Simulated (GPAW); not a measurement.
Runs of GPAW 26.7.0 on GaCuSe2. It takes space group I-42d (No. 122, tetragonal). The conventional cell has a = 5.619 Å, b = 5.619 Å, c = 11.026 Å, α = 90.00°, β = 90.00°, γ = 90.00°. Se (site symmetry 2) has 2 Ga at 2.42 Å and 2 Cu at 2.42 Å as nearest neighbours. Around Ga (site symmetry -4) lie 4 Se at 2.42 Å. Around Cu (site symmetry -4) lie 4 Se at 2.42 Å. 

```csv
task,level,potentials or basis,U,k mesh,cutoff (eV),smearing,response ecut,maxiter,response k mesh,response bands,kernels,gap on the mesh (eV),pressure (GPa),largest force (eV/Å)
dielectric tensor,PBE+U,"GPAW PAW data sets (gpaw-data 1.2.1), pw",Cu d U = 2.0 eV,5 × 5 × 5,450,fermi-dirac 0.001 eV,80 eV,150,4 × 4 × 4,90,["RPA"],0.45,-,-
dielectric tensor,LDA,"the program's PAW data sets (release 1.2.1) made for this functional, pw",-,5 × 5 × 5,450,fermi-dirac 0.001 eV,80 eV,150,7 × 7 × 7,90,"["RPA", "LR0.1", "LR0.3"]",0.11,-,-
single point,LDA,"the program's PAW data sets (release 1.2.1) made for this functional, pw",-,5 × 5 × 5,450,fermi-dirac 0.05 eV,-,120,-,-,-,0.11,-3.1,(a)
dielectric tensor,PBE,"GPAW PAW data sets (gpaw-data 1.2.1), pw",-,5 × 5 × 5,450,fermi-dirac 0.001 eV,80 eV,150,4 × 4 × 4,90,["RPA"],0.26,-,-
single point,PBE,"GPAW PAW data sets (gpaw-data 1.2.1), pw",-,5 × 5 × 5,450,fermi-dirac 0.05 eV,-,120,-,-,-,0.26,2.8,0.44
optical spectrum,PBE,"GPAW PAW data sets (gpaw-data 1.2.1), pw",-,6 × 6 × 6,400,fermi-dirac 0.001 eV,50 eV,150,4 × 4 × 4,90,-,0.26,-,-
dielectric tensor,PBE+U,"GPAW PAW data sets (gpaw-data 1.2.1), pw",Cu d U = 8.0 eV,5 × 5 × 5,450,fermi-dirac 0.001 eV,80 eV,150,4 × 4 × 4,90,["RPA"],0.93,-,-
dielectric tensor,PBE+U,"GPAW PAW data sets (gpaw-data 1.2.1), pw",Cu d U = 4.0 eV,5 × 5 × 5,450,fermi-dirac 0.001 eV,80 eV,150,4 × 4 × 4,90,["RPA"],0.62,-,-
dielectric tensor,PBE+U,"GPAW PAW data sets (gpaw-data 1.2.1), pw",Cu d U = 6.0 eV,5 × 5 × 5,450,fermi-dirac 0.001 eV,80 eV,150,4 × 4 × 4,90,["RPA"],(b),-,-
```

Alike in all rows: no spin polarisation; cell as given.

Estimate the missing entries.

(a) 0.51; (b) 0.78.

Caveats: the long-wavelength limit can be off by several per cent where d states take part (some runs); response on these states lacks terms of the Hamiltonian (some runs); the gap is small at this level, which inflates the dielectric constant (some runs); an odd mesh through Γ misses points on the zone boundary, where band edges often lie (some runs); with this Cu data set, volumes or pressures lay over 1.5 % or 2 GPa off other programs in two to four cells of ten (some runs); the cutoff is short for stress and forces, so pressures can be off by a GPa or more (some runs); the dielectric constant isn't converged in the k mesh (some runs).

A k mesh can miss the band edges, and the runs leave out spin-orbit coupling on Ga, Se.

Not every run made on this cell is shown here.
